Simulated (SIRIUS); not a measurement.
Runs of SIRIUS 7.12.0 on Ni. It takes space group Fm-3m (No. 225, cubic). The conventional cell has a = 3.475 Å, b = 3.475 Å, c = 3.475 Å, α = 90.00°, β = 90.00°, γ = 90.00°. Around Ni (site symmetry m-3m) lie 12 Ni at 2.46 Å. 

```csv
level,V0 of scaled cells (Å³/atom),B0 (GPa)
PBE+D3,10.49,217
PBE+D3(BJ),10.50,220
PBE,10.87,192
PBE+D4,(b),(a)
```

Alike in all rows: task equation of state; potentials or basis all-electron FP-LAPW, apw+lo standard; spin collinear, ferromagnetic start; cell as given; k mesh 13 × 13 × 13; cutoff (eV) 210; smearing fermi-dirac 0.05 eV.

Question: Fill in the values left out.

Answer: (a) 219; (b) 10.54.

Not every run made on this cell is shown here.
